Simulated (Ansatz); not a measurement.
KBr:

```xyz
2
Lattice="0.0000 3.3000 3.3000 3.3000 0.0000 3.3000 3.3000 3.3000 0.0000" Properties=species:S:1:pos:R:3 pbc="T T T"
Br    3.3000    3.3000    3.3000
K     0.0000    0.0000    0.0000
```

Base run:

* Program: Ansatz 0.2.0
* Functional: HSE06 form with a typed share of exact exchange
* Potentials or basis: Ansatz PAW
* Cutoff: 420 eV (not typed: the program's choice for these potentials)
* k mesh: 4 × 4 × 4
* Occupations: fermi-dirac, width 0.05 eV
* Spin: no spin polarisation

Its results: band gap on the k mesh 5.62 eV, direct; pressure 0.5 GPa.

Question: The run is repeated on the same cell with these changes: share of exact exchange from 0.25 to 0.5. What comes out?

Answer: Band gap on the k mesh 6.86 eV, direct; pressure 0.2 GPa.

Caveats: the PAW data sets come from PBE, with cores solved anew for the run's functional, which leaves a small shift of forces and pressure; the thresholds are loose for stress.

